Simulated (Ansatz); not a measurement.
# SnS₂: axial (c/a) deformation path

Computed with DFT PBE+D3(BJ), scalar-relativistic, plane waves, PAW in Ansatz 0.2.0. The runs took a 420 eV cutoff, a Γ-centred 9×9×6 mesh and Gaussian smearing (0.05 eV). No spin polarisation. Energies are free energies at this smearing, counted from the undisturbed cell; pressure is positive in compression.

Zero of the scan (as given, not relaxed at this level; it stands at 6.2 GPa):

```
CELL_PARAMETERS angstrom
3.59830 0.00000 0.00000
-1.79915 3.11622 0.00000
0.00000 0.00000 5.49400
ATOMIC_POSITIONS crystal
Sn 0.00000 0.00000 0.00000
S 0.66667 0.33333 0.26390
S 0.33333 0.66667 0.73610
```

At fixed volume and fractional coordinates, lengths along (0.000, 0.000, 1.000) are scaled against those across it; ρ is that ratio over its starting value.

| ρ | ΔE (meV/atom) |
| --- | --- |
| 0.800 | 109.9 |
| 0.850 | 66.2 |
| 0.920 | 20.5 |
| 0.960 | 5.5 |
| 1.000 | 0.0 |
| 1.050 | 8.0 |
| 1.100 | 33.7 |
| 1.200 | 140.5 |
| 1.300 | 320.2 |

Task: Predict the pressure (GPa) at each point.

Result:
```csv
ρ,pressure (GPa)
0.800,4.4
0.850,5.1
0.920,5.8
0.960,6.1
1.000,6.2
1.050,6.4
1.100,6.5
1.200,6.9
1.300,7.5
```